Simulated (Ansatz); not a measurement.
Wanted: the native input for an Ansatz 0.2.0 run.

* Task: relaxation of cell and atoms
* Functional: PBE
* Dispersion: D4
* Potentials or basis: Ansatz PAW
* Cutoff: 420 eV (not typed: the program's choice for these potentials)
* k mesh: 10 × 10 × 10
* Occupations: fermi-dirac, width 0.05 eV
* Spin: no spin polarisation

The system is HfC.

```xyz
2
Lattice="0.0000 2.3250 2.3250 2.3250 0.0000 2.3250 2.3250 2.3250 0.0000" Properties=species:S:1:pos:R:3 pbc="T T T"
Hf    2.3250    2.3250    2.3250
C     0.0000    0.0000    0.0000
```

These files were run (other wordings do the same):

input.yaml

```yaml
crystal:
  lattice:
    - [0.0, 2.325, 2.325]
    - [2.325, 0.0, 2.325]
    - [2.325, 2.325, 0.0]
  atoms:
    - { symbol: Hf, position: [0.5, 0.5, 0.5] }
    - { symbol: C, position: [0.0, 0.0, 0.0] }
hamiltonian:
  xc: pbe
  pseudopotentials: { kind: paw }
  dispersion: d4
kpoints:
  mp_grid: { grid: [10, 10, 10] }
scf:
  occupations: { method: fermi_dirac, width: 0.05 }
output:
  forces: true
  stress: true
relax:
  f_tol: 0.01
  max_steps: 40
  cell: { stress_tol: 0.05 }
```

Potentials or basis: Ansatz PAW.

Launch:

```sh
$ ansatz run input.yaml --threads 2 --pin off --max-ram 5632MiB --backend cpu --events-out ev --progress --plain --runs-dir out
```

It gave:

| Quantity | Value |
| --- | --- |
| Relaxed volume | 12.39 Å³/atom |
| Relaxed cell | a = 3.273 Å, b = 3.273 Å, c = 3.273 Å, α = 60.00°, β = 60.00°, γ = 60.00° |
| Space group after relaxing (to 0.05 Å) | Fm-3m (No. 225) |
| Energy gained by relaxing | 1.8 meV/atom |
| Ionic steps | 5 |
| Pressure after relaxing | 0.0 GPa |

Caveat: the plane-wave basis is chosen anew once the cell has moved, so the energies of steps on either side of that aren't comparable.

Run time: 3.5 s on 2 threads of Intel(R) Xeon(R) Platinum 8488C (Sapphire Rapids), with other jobs on the host, peak memory 0.38 GiB.
